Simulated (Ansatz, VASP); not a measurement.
**Two plane-wave programs on C**

```xyz
2
Lattice="0.0000 1.6407 1.9261 1.6407 0.0000 1.9261 1.6407 1.6407 0.0000" Properties=species:S:1:pos:R:3 pbc="T T T"
C     1.6407    1.6407    1.9261
C     2.4611    2.4611    2.8891
```

Change from the starting cell: strain -0.080 along x and y, +0.080 along z, atoms carried along.

Alike in both runs: task single point; functional PBEsol; k mesh 12 × 12 × 12; occupations gaussian, width 0.05 eV; no spin polarisation.

|  | VASP | Ansatz |
| --- | --- | --- |
| version | VASP 6.6.1 | Ansatz 0.2.0 |
| potentials or method | VASP PAW PBE potentials, release 64 (C) | scalar-relativistic, plane waves, PAW |
| plane-wave cutoff (eV) | 520 | 420 |
| valence electrons in the cell | 8 | 8 |

```csv
,VASP,Ansatz,Ansatz less VASP
gap on the k mesh at the Fermi level (eV),2.10,2.11,+0.011
least direct gap on the mesh (eV),4.35,4.36,+0.005
pressure (GPa),42.7,41.3,-1.41
largest component of the traceless stress (GPa),124.96,125.08,+0.113
```

With one functional, cell and mesh, what is left measures potentials, basis and numerics.

Caveats: so large a pressure means that the cell lies far from this level's equilibrium, or that cutoff or potentials fall short (VASP); the potentials were made for another functional, which shifts forces and pressure (VASP).
